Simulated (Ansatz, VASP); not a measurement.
**One calculation of SrVO3, two programs**

```xyz
5
Lattice="3.8409 0.0000 0.0000 0.0000 3.8409 0.0000 0.0000 0.0000 3.8409" Properties=species:S:1:pos:R:3 pbc="T T T"
Sr    1.9204    1.9204    1.9204
V     0.0000    0.0000    0.0000
O     1.9204    0.0000    0.0000
O     0.0000    1.9204    0.0000
O     0.0000    0.0000    1.9204
```

Alike in both runs: task electric field gradients; functional PBE; k mesh 7 × 7 × 7; occupations fermi-dirac, width 0.05 eV; collinear spin.

|  | VASP | Ansatz |
| --- | --- | --- |
| version | VASP 6.6.1 | Ansatz 0.2.0 |
| potentials or method | VASP PAW PBE potentials, release 64 (Sr_sv, V_sv, O), cutoff 520 eV | all-electron PAW with datasets made for the crystal, scalar-relativistic |

```csv
,VASP,Ansatz,Ansatz less VASP
pressure (GPa),3.3,2.3,-0.97
net moment per atom (μB),0.00,0.00,0.000
Vzz of the field gradient on the site that differs most (V/Å²),30.2,30.7,+0.53
```

Ansatz ran all-electron here, so the differences hold the error of VASP's frozen core and of both bases. Ansatz warned: «gradients_without_spin_orbit».
